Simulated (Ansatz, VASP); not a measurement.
## Ru in VASP and in Ansatz

```
CELL_PARAMETERS angstrom
0.00000 1.90513 1.90513
1.90513 0.00000 1.90513
1.90513 1.90513 0.00000
ATOMIC_POSITIONS crystal
Ru 0.00000 0.00000 0.00000
```

Alike in both runs: functional PBE; k mesh 18 × 18 × 18; occupations gaussian, width 0.1 eV; no spin polarisation.

Ansatz relaxed the structure, and its values are those at the end. VASP's run is a single point on that final structure, the one shown.

|  | VASP | Ansatz |
| --- | --- | --- |
| version | VASP 6.6.1 | Ansatz 0.2.0 |
| potentials or method | VASP PAW PBE potentials, release 64 (Ru_pv) | scalar-relativistic, plane waves, PAW |
| plane-wave cutoff (eV) | 520 | 420 |
| valence electrons in the cell | 14 | 16 |

|  | VASP | Ansatz | Ansatz less VASP |
| --- | --- | --- | --- |
| gap on the k mesh at the Fermi level (eV) | none | none | - |
| pressure (GPa) | -0.2 | 0.0 | +0.21 |

A gap of «none» marks a metal or a gap that the smearing closes. The two sets of potentials don't hold the same shells in valence.
